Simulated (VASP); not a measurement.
# MgO (P-6m2) in VASP: a series of runs, part 2 of 3

VASP 6.6.1. The steps go on from the part before.

## Step 3: G0W0 quasiparticle levels, PBEsol

File POSCAR:

```
MgO
1.0
    2.9380209034      0.0000000000      0.0000000000
   -1.4690104517      2.5444007392      0.0000000000
    0.0000000000      0.0000000000      2.6796800000
Mg O
1 1
Direct
    0.0000000000      0.0000000000      0.0000000000
    0.3333333333      0.6666666667      0.5000000000
```

File INCAR.step1:

```
PREC     = Accurate       # precision mode
ENCUT    = 450            # plane-wave cutoff, eV
EDIFF    = 1E-8           # SCF threshold, eV
ISMEAR   = 0              # smearing method
SIGMA    = 0.01           # smearing width, eV
LREAL    = False          # projectors in reciprocal space
LASPH    = True           # aspherical terms in the spheres
NELM     = 100            # most SCF steps
ALGO     = Normal         # electronic algorithm
LWAVE    = True           # write WAVECAR
LCHARG   = False          # write CHGCAR
GGA      = PS             # functional
```

File INCAR.step2:

```
PREC     = Accurate       # precision mode
ENCUT    = 450            # plane-wave cutoff, eV
EDIFF    = 1E-8           # SCF threshold, eV
ISMEAR   = 0              # smearing method
SIGMA    = 0.01           # smearing width, eV
LREAL    = False          # projectors in reciprocal space
LASPH    = True           # aspherical terms in the spheres
NELM     = 1              # most SCF steps
ALGO     = Exact          # electronic algorithm
LWAVE    = True           # write WAVECAR
LCHARG   = False          # write CHGCAR
GGA      = PS             # functional
NBANDS   = 127            # bands
LOPTICS  = True           # frequency-dependent dielectric function
ISTART   = 1
```

File INCAR.step3:

```
PREC     = Accurate       # precision mode
ENCUT    = 450            # plane-wave cutoff, eV
EDIFF    = 1E-8           # SCF threshold, eV
ISMEAR   = 0              # smearing method
SIGMA    = 0.01           # smearing width, eV
LREAL    = False          # projectors in reciprocal space
LASPH    = True           # aspherical terms in the spheres
ALGO     = EVGW0          # electronic algorithm
LWAVE    = False          # write WAVECAR
LCHARG   = False          # write CHGCAR
GGA      = PS             # functional
NELMGW   = 1            
NBANDS   = 127            # bands
ENCUTGW  = 150            # cutoff of the response function
NOMEGA   = 48             # frequency points
PRECFOCK = Fast         
ISTART   = 1            
NBANDSGW = 12
```

File KPOINTS:

```
Automatic mesh
0
Gamma
  5 5 5
```

Potentials or basis: VASP PAW PBE potentials, release 64 (Mg_GW, O_GW).

Launch:

```sh
cat potpaw_PBE.64/Mg_GW/POTCAR potpaw_PBE.64/O_GW/POTCAR > POTCAR
cp INCAR.step1 INCAR
mpirun -np 1 vasp_std > vasp.out
cp INCAR.step2 INCAR
mpirun -np 1 vasp_std > vasp.out
cp INCAR.step3 INCAR
mpirun -np 1 vasp_std > vasp.out
```

OUTCAR:

```text
PREC = Accurate
   ENCUT = 450
   EDIFF = 1E-8
   ISMEAR = 0
   LREAL = False
   LASPH = True
   GGA = PS
   NELMGW = 1
   ENCUTGW = 150
   PRECFOCK = Fast
   ISTART = 1

 ion  position               nearest neighbor table
   1  0.000  0.000  0.000-   2 2.16   2 2.16   2 2.16   2 2.16   2 2.16   2 2.16
   2  0.333  0.667  0.500-   1 2.16   1 2.16   1 2.16   1 2.16   1 2.16   1 2.16

  LATTYP: Found a hexagonal cell.
 ALAT       =     2.9380209034
 C/A-ratio  =     0.9120697531

  Lattice vectors:

 A1 = (   2.9380209034,   0.0000000000,   0.0000000000)
 A2 = (  -1.4690104517,   2.5444007392,   0.0000000000)
 A3 = (   0.0000000000,   0.0000000000,   2.6796800000)

Analysis of symmetry for initial positions (statically):
=====================================================================
 Subroutine PRICEL returns:
 Original cell was already a primitive cell.

 Routine SETGRP: Setting up the symmetry group for a
 hexagonal supercell.

 Subroutine GETGRP returns: Found 12 space group operations
 (whereof 12 operations were pure point group operations)
 out of a pool of 24 trial point group operations.

The static configuration has the point symmetry D_3h.

Analysis of symmetry for dynamics (positions and initial velocities):
=====================================================================
 Subroutine PRICEL returns:
 Original cell was already a primitive cell.

 Routine SETGRP: Setting up the symmetry group for a
 hexagonal supercell.

 Subroutine GETGRP returns: Found 12 space group operations
 (whereof 12 operations were pure point group operations)
 out of a pool of 24 trial point group operations.

The dynamic configuration has the point symmetry D_3h.

 Subroutine INISYM returns: Found 12 space group operations
 (whereof 12 operations are pure point group operations),
 and found     1 'primitive' translations

----------------------------------------------------------------------------------------

                                     Primitive cell

  volume of cell :      20.0320

  direct lattice vectors                    reciprocal lattice vectors
     2.938020903  0.000000000  0.000000000     0.340365175  0.196509926  0.000000000
    -1.469010452  2.544400739  0.000000000     0.000000000  0.393019851  0.000000000
     0.000000000  0.000000000  2.679680000     0.000000000  0.000000000  0.373178887

  length of vectors
     2.938020903  2.938020903  2.679680000     0.393019851  0.393019851  0.373178887

  position of ions in fractional coordinates (direct lattice)
     0.000000000  0.000000000  0.000000000
     0.333333333  0.666666667  0.500000000
[... 29 lines left out ...]

 Found     15 irreducible k-points:

 Following reciprocal coordinates:
            Coordinates               Weight
  0.000000  0.000000  0.000000      1.000000
  0.200000  0.000000  0.000000      6.000000
  0.400000  0.000000  0.000000      6.000000
  0.200000  0.200000  0.000000      6.000000
  0.400000  0.200000  0.000000      6.000000
  0.000000  0.000000  0.200000      2.000000
  0.200000  0.000000  0.200000     12.000000
  0.400000  0.000000  0.200000     12.000000
  0.200000  0.200000  0.200000     12.000000
  0.400000  0.200000  0.200000     12.000000
  0.000000  0.000000  0.400000      2.000000
  0.200000  0.000000  0.400000     12.000000
  0.400000  0.000000  0.400000     12.000000
  0.200000  0.200000  0.400000     12.000000
  0.400000  0.200000  0.400000     12.000000
   k-points           NKPTS =     15   k-points in BZ     NKDIM =    125   number of bands    NBANDS=    127
   number of dos      NEDOS =    301   number of ions     NIONS =      2
   total plane-waves  NPLWV =   8000
   dimension x,y,z NGX =    20 NGY =   20 NGZ =   20
   dimension x,y,z NGXF=    40 NGYF=   40 NGZF=   40
   ions per type =               1   1
   NGX,Y,Z   is equivalent  to a cutoff of  11.32, 11.32, 12.41 a.u.
   NGXF,Y,Z  is equivalent  to a cutoff of  22.63, 22.63, 24.82 a.u.
 SYSTEM =  unknown system
   PREC   = accura    normal or accurate (medium, high low for compatibility)
   ISTART =      1    job   : 0-new  1-cont  2-samecut
   ICHARG =      0    charge: 1-file 2-atom 10-const
   ISPIN  =      1    spin polarized calculation?
   LNONCOLLINEAR =      F non collinear calculations
   LSORBIT =      F    spin-orbit coupling
   LASPH  =      T    aspherical Exc in radial PAW
   ENCUT  =  450.0 eV  33.07 Ry    5.75 a.u.   5.08  5.08  4.63*2*pi/ulx,y,z
   NELM   =     60;   NELMIN=  2; NELMDL=  0     # of ELM steps
   EDIFF  = 0.1E-07   stopping-criterion for ELM
   LREAL  =      F    real-space projection
   EDIFFG = 0.1E-06   stopping-criterion for IOM
   NSW    =      0    number of steps for IOM
   IBRION =     -1    ionic relax: 0-MD 1-quasi-New 2-CG
   NFREE  =      0    steps in history (QN), initial steepest desc. (CG)
   ISIF   =      0    stress and relaxation
   ISYM   =      3    0-nonsym 1-usesym 2-fastsym
   POTIM  = 0.5000    time-step for ionic-motion
   TEBEG  =    0.0;   TEEND  =   0.0 temperature during run
   PSTRESS=    0.0 pullay stress
   NELECT =       8.0000    total number of electrons
   NUPDOWN=      -1.0000    fix difference up-down
   EMIN   =  10.00;   EMAX   =-10.00  energy-range for DOS
   EFERMI =   0.00;   METHOD = LEGACY
   ISMEAR =     0;   SIGMA  =   0.01  broadening in eV -4-tet -1-fermi 0-gaus
   EFERMI_NEDOS =   21; number of points for ismear=-14 and -15
   IALGO  =     38    algorithm
   IMIX   =      4    mixing-type and parameters
     AMIX     =   0.40;   BMIX     =  1.00
     AMIX_MAG =   1.60;   BMIX_MAG =  1.00
  volume/ion in A,a.u.               =      10.02        67.59
  Fermi-wavevector in a.u.,A,eV,Ry     =   1.205583  2.278221 19.775115  1.453430
  Thomas-Fermi vector in A             =   2.341275
   LORBIT       =      0    0 simple, 1 ext, 2 COOP (PROOUT), +10 PAW based schemes
   GGA     = PS    functional components
   LHFCALC =     T    Hartree Fock is set to
   PRECFOCK=fast      Normal, Fast or Accurate (Low or Medium for compatibility)
   ENCUT4O =  -1.0   cutoff for four orbital integrals eV
   NKREDX  =     1    reduce k-point grid by
   NKREDY  =     1    reduce k-point grid by
   NKREDZ  =     1    reduce k-point grid by
   AEXX    =    1.0000 exact exchange contribution
   HFSCREEN=    0.0000 screening length (either q_TF or 0.3 A-1)
   HFSCREENC=   0.0000 screening length for correlation (either q_TF or 0.3 A-1)
   ENCUTFOCK=  -1.0 apply spherical cutoff to Coloumb kernel
   IVDW    =     0    specifies the selected vdW correction
   LEPSILON=     F    determine dielectric tensor
   LRPA    =     F    only Hartree local field effects (RPA)
   LRPAFORCE           =     F    calculate RPA forces
   ENCUTGW             = 150.0    cutoff for response function in eV
   ENCUTGWSOFT         = 120.0    soft cutoff for Coulomb kernel in GW response function in eV
   ENCUTLF             =  -1.0    cutoff for local field effects
   NELMGW              =     1    number of iterations in solving QP/BSE equation
   NELMHF              =     1    number of iterations in the inner HF iteration
   NKREDLFX            =     1    NKREDLFY  =   1   NKREDLFZ  =   1
 non-spin polarized calculation
 Gauss-broadening in eV      SIGMA  =   0.01
  energy-cutoff  :      450.00
  volume of cell :       20.03
 maximum number of plane-waves:       448
  NGX = 14; NGY = 14; NGZ = 12
   NGX = 11   NGY = 11   NGZ =  9
 maximum number of plane-waves:        89
 NGX is ok and might be reduce to    14

 QP shifts <psi_nk| G(iteration)W_0 |psi_nk>: iteration 1
 for sc-GW calculations column KS-energies equals QP-energies in previous step
 and V_xc(KS)=  KS-energies - (<T + V_ion + V_H > + <T+V_H+V_ion>^1  + <V_x>^1)

 k-point   1 :       0.0000    0.0000    0.0000
  band No.  KS-energies  QP-energies   sigma(KS)   V_xc(KS)     V^pw_x(r,r')   Z            occupation Imag(sigma)

      1     -14.1862     -16.1913     -20.9050     -17.9318     -29.7318       0.6744       2.0000       1.1900
      2       2.5840       1.3707     -20.6552     -19.0521     -24.5595       0.7568       2.0000       0.1222
      3       2.5840       1.3707     -20.6552     -19.0521     -24.5595       0.7568       2.0000       0.1222
      4       2.7835       1.5577     -20.7743     -19.1533     -24.6740       0.7562       2.0000       0.1195
      5       6.1057       7.1146     -10.1806     -11.4083      -6.9415       0.8218       0.0000      -0.0688
      6      14.8817      16.0933      -7.7830      -9.2752      -3.3071       0.8119       0.0000      -0.1153
      7      18.6064      19.8566      -7.4852      -9.0315      -2.7345       0.8086       0.0000      -0.2212
      8      18.6064      19.8566      -7.4852      -9.0315      -2.7345       0.8086       0.0000      -0.2212
      9      22.8266      24.0017      -7.4386      -8.8195      -2.1525       0.8509       0.0000      -0.6908
     10      23.8557      25.3355      -9.2785     -11.1788      -3.4240       0.7787       0.0000      -0.6719
     11      25.5107      27.0059      -9.4970     -11.4276      -3.4357       0.7744       0.0000      -0.7068
     12      25.5107      27.0059      -9.4970     -11.4276      -3.4357       0.7744       0.0000      -0.7068
[... 212 lines left out ...]
      1     -12.3757     -14.4080     -22.6771     -19.7321     -31.3246       0.6901       2.0000       0.9747
      2      -0.1513      -1.5792     -18.6223     -16.6708     -22.9472       0.7317       2.0000       0.1688
      3      -0.0389      -1.5033     -18.1073     -16.1227     -22.2805       0.7379       2.0000       0.1622
      4       1.3983       0.0413     -19.3773     -17.5675     -23.3935       0.7498       2.0000       0.1358
      5       9.4955      10.4846      -7.4654      -8.6844      -3.4534       0.8114       0.0000      -0.0965
      6      14.3328      15.7437      -8.7525     -10.5150      -4.3745       0.8005       0.0000      -0.1249
      7      16.2221      17.6260      -8.9799     -10.7438      -4.2845       0.7959       0.0000      -0.1591
      8      17.7927      19.2832     -11.2266     -13.1338      -6.1129       0.7815       0.0000      -0.2802
      9      19.2534      20.9713     -11.4404     -13.6644      -6.0325       0.7725       0.0000      -0.3631
     10      24.5711      26.0304      -9.4275     -11.2670      -3.7256       0.7933       0.0000      -0.6223
     11      26.8346      28.3396      -7.7728      -9.6359      -2.2466       0.8078       0.0000      -0.6933
     12      31.7861      33.2754      -7.1699      -8.9805      -1.5687       0.8225       0.0000      -0.9333
```

It took 2.4 min on 1 thread of Intel Xeon Platinum 8488C (Sapphire Rapids), shared host; peak memory 0.29 GiB.

Results:

```yaml
Band_gap_on_the_k_mesh_mean-field_level: 2.93 eV, indirect (least direct gap 3.32 eV)
Quasiparticle_gap: 5.13 eV
Least_direct_quasiparticle_gap: 5.56 eV
```

Levels at points of the mesh, in eV from the valence-band top:
```csv
k point,band 1,band 2,band 3,band 4,band 5,band 6,band 7,band 8
"(0.00, 0.00, 0.00)",-17.36,-0.59,-0.59,-0.39,2.93,11.71,15.44,15.44
```

Caveat: the k mesh is coarse (spacing up to 0.49 Å⁻¹), so the values aren't converged; bands, screening cutoff and mesh are small and nothing is extrapolated, so the quasiparticle values aren't converged; an odd mesh through Γ misses points on the zone boundary, where band edges often lie.

## Step 4: G0W0 quasiparticle levels, PBE

POSCAR is that of step 3.

File INCAR.step1:

```
PREC = Accurate
ENCUT = 450
EDIFF = 1E-8
ISMEAR = 0
SIGMA = 0.01
LREAL = False
LASPH = True
NELM = 100
ALGO = Normal
LWAVE = True
LCHARG = False
GGA = PE
```

File INCAR.step2:

```
PREC = Accurate
ENCUT = 450
EDIFF = 1E-8
ISMEAR = 0
SIGMA = 0.01
LREAL = False
LASPH = True
NELM = 1
ALGO = Exact
LWAVE = True
LCHARG = False
GGA = PE
NBANDS = 84
LOPTICS = True
ISTART = 1
```

File INCAR.step3:

```
PREC = Accurate
ENCUT = 450
EDIFF = 1E-8
ISMEAR = 0
SIGMA = 0.01
LREAL = False
LASPH = True
ALGO = EVGW0
LWAVE = False
LCHARG = False
GGA = PE
NELMGW = 1
NBANDS = 84
ENCUTGW = 200
NOMEGA = 48
PRECFOCK = Fast
ISTART = 1
NBANDSGW = 12
```

KPOINTS is that of step 3.

Potentials or basis: VASP PAW PBE potentials, release 64 (Mg_GW, O_GW).

Launch:

```sh
cat potpaw_PBE.64/Mg_GW/POTCAR potpaw_PBE.64/O_GW/POTCAR > POTCAR
cp INCAR.step1 INCAR
mpirun -np 1 vasp_std > vasp.out
cp INCAR.step2 INCAR
mpirun -np 1 vasp_std > vasp.out
cp INCAR.step3 INCAR
mpirun -np 1 vasp_std > vasp.out
```

OUTCAR:

```text
PREC = Accurate
   ENCUT = 450
   EDIFF = 1E-8
   ISMEAR = 0
   LREAL = False
   LASPH = True
   GGA = PE
   NELMGW = 1
   ENCUTGW = 200
   PRECFOCK = Fast
   ISTART = 1

 Found     15 irreducible k-points:

 Following reciprocal coordinates:
            Coordinates               Weight
[... 88 lines left out ...]
      2       2.7085       1.5272     -20.7245     -19.1636     -24.6438       0.7567       2.0000       0.1205
      3       2.7085       1.5272     -20.7245     -19.1636     -24.6438       0.7567       2.0000       0.1205
      4       2.9074       1.7229     -20.8367     -19.2672     -24.7529       0.7547       2.0000       0.1193
      5       6.3025       7.2768     -10.0200     -11.2052      -6.8595       0.8222       0.0000      -0.0693
      6      15.1783      16.2377      -7.6633      -8.9623      -3.2761       0.8155       0.0000      -0.1204
      7      18.8390      19.9774      -7.3747      -8.7783      -2.7107       0.8110       0.0000      -0.2267
      8      18.8390      19.9774      -7.3747      -8.7783      -2.7107       0.8110       0.0000      -0.2267
      9      23.1217      24.1315      -7.3075      -8.4892      -2.1234       0.8545       0.0000      -0.6920
     10      24.0836      25.4967      -9.1690     -10.9715      -3.4065       0.7840       0.0000      -0.6808
     11      25.7447      27.1715      -9.3744     -11.2141      -3.4207       0.7756       0.0000      -0.7131
     12      25.7447      27.1715      -9.3744     -11.2141      -3.4207       0.7756       0.0000      -0.7131
[... 68 lines left out ...]
      1     -13.7973     -15.7760     -21.3293     -18.4266     -30.0989       0.6817       2.0000       1.2020
      2       0.7043      -0.6593     -18.1502     -16.3273     -22.0112       0.7480       2.0000       0.1439
      3       2.8755       1.7148     -20.8945     -19.3587     -24.8106       0.7557       2.0000       0.1195
      4       2.8755       1.7148     -20.8945     -19.3587     -24.8106       0.7557       2.0000       0.1195
      5       8.0060       9.0921     -11.3573     -12.7026      -8.1925       0.8073       0.0000      -0.0744
      6      15.1968      16.4191      -9.3641     -10.9122      -4.8512       0.7896       0.0000      -0.1550
      7      19.3532      20.4824      -7.3777      -8.7724      -2.6754       0.8096       0.0000      -0.2429
      8      19.3532      20.4824      -7.3777      -8.7724      -2.6754       0.8096       0.0000      -0.2429
      9      23.9252      25.3458      -8.6423     -10.4527      -3.3115       0.7847       0.0000      -0.4389
     10      23.9252      25.3458      -8.6423     -10.4527      -3.3115       0.7847       0.0000      -0.4389
     11      23.9314      24.9054      -7.6013      -8.8181      -2.1390       0.8005       0.0000      -0.6596
     12      24.9729      26.1821      -8.0461      -9.5423      -2.6953       0.8081       0.0000      -0.6451

 [... further k-points ...]
```

OUTCAR.step1:

```text
PREC = Accurate
   ENCUT = 450
   EDIFF = 1E-8
   ISMEAR = 0
   LREAL = False
[... 177 lines left out ...]
      0.00000      0.00000      0.00000        -0.000000      0.000000      0.000000
     -0.00000      1.69627      1.33984         0.000000     -0.000000      0.000000
 -----------------------------------------------------------------------------------
    total drift:                               -0.000001      0.000000     -0.000000

  FREE ENERGIE OF THE ION-ELECTRON SYSTEM (eV)
  ---------------------------------------------------
  free  energy   TOTEN  =       -11.2388450883 eV

  energy  without entropy=      -11.2388450883  energy(sigma->0) =      -11.23884509
```

Wall time 1.7 min (1 thread of AMD EPYC 9R45 (Zen 5), shared host); peak memory 0.23 GiB.

These settings aren't checked as converged: the numbers below hold their error.

What came out:

| Quantity | Value |
| --- | --- |
| Band gap on the k mesh, mean-field level | 3.01 eV, indirect (least direct gap 3.40 eV) |
| Quasiparticle gap | 5.12 eV |
| Least direct quasiparticle gap | 5.55 eV |

Caveat: the k mesh is coarse (spacing up to 0.49 Å⁻¹), so the values aren't converged; bands, screening cutoff and mesh are small and nothing is extrapolated, so the quasiparticle values aren't converged; an odd mesh through Γ misses points on the zone boundary, where band edges often lie.

(Continued in part 3 of 3.)
